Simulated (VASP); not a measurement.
Write the native input for VASP 6.6.1 that does the following.

```
Task                   : single point
Functional             : LDA
Potentials or basis    : VASP PAW LDA potentials, release 64 (Nb_sv, H)
Cutoff                 : 520 eV
k mesh                 : 20 × 20 × 20
Occupations            : gaussian, width 0.15 eV
Spin                   : no spin polarisation
Dipole correction      : no
Further INCAR settings : ALGO = Fast; EDIFF = 1e-07; NBANDS = 14
```

The structure of NbH2 lies in POSCAR:

```
NbH2
1.0
    0.0000000000      2.2476930305      2.2476930305
    2.2476930305      0.0000000000      2.2476930305
    2.2476930305      2.2476930305      0.0000000000
Nb H
1 2
Direct
    0.0000000000      0.0000000000      0.0000000000
    0.2500000000      0.2500000000      0.2500000000
    0.7500000000      0.7500000000      0.7500000000
```

One way to write it, as run:

INCAR

```
PREC = Accurate ; ENCUT = 520
EDIFF = 1E-7 ; ISMEAR = 0
SIGMA = 0.15 ; LREAL = False
LASPH = True ; NELM = 100
ALGO = Fast ; ISIF = 2
LWAVE = False ; LCHARG = True
GGA = CA ; LELF = True
LVHAR = True ; NBANDS = 14
```

KPOINTS

```
regular mesh
0
Gamma
  20 20 20
```

Potentials or basis: VASP PAW LDA potentials, release 64 (Nb_sv, H).

Run with:

```bash
$ cat potpaw_LDA.64/Nb_sv/POTCAR potpaw_LDA.64/H/POTCAR > POTCAR
$ mpirun -np 1 vasp_std > vasp.out
```

It gave:

The pressure is -0.2 GPa and the band gap on the k mesh is none (metal or under the smearing width).

It took 52 s on 1 thread of Intel(R) Xeon(R) 6975P-C (Granite Rapids) (shared host), peak memory 0.19 GiB.
